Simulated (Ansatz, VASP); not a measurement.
Hf: VASP beside Ansatz

```
CELL_PARAMETERS angstrom
-1.77231 1.77231 1.77231
1.77231 -1.77231 1.77231
1.77231 1.77231 -1.77231
ATOMIC_POSITIONS crystal
Hf 0.00000 0.00000 0.00000
```

Alike in both runs: task relaxation of cell and atoms; functional PBEsol; k mesh 16 × 16 × 16; occupations gaussian, width 0.1 eV; no spin polarisation.

|  | VASP | Ansatz |
| --- | --- | --- |
| version | VASP 6.6.1 | Ansatz 0.2.0 |
| potentials or method | VASP PAW PBE potentials, release 64 (Hf_pv) | scalar-relativistic, plane waves, PAW |
| plane-wave cutoff (eV) | 600 | 420 |
| valence electrons in the cell | 10 | 26 |

Ansatz gave:

```
gap on the k mesh at the Fermi level, each at its own relaxed structure (eV) : none
relaxed volume (Å³/atom)                                                     : 21.26
relaxed cell length with the largest relative difference (Å)                 : 3.023
energy change over the relaxation (meV/atom)                                 : -15
```

Which values does VASP return?

gap on the k mesh at the Fermi level, each at its own relaxed structure (eV): none; relaxed volume (Å³/atom): 21.22; relaxed cell length with the largest relative difference (Å): 3.021; energy change over the relaxation (meV/atom): -17.

A gap of «none» marks a metal or a gap that the smearing closes. The two sets of potentials don't hold the same shells in valence.

Caveats: the PAW data sets were made with another functional, which shifts forces and pressure a little (VASP). Spin-orbit coupling is left out, which matters for the levels of Hf.
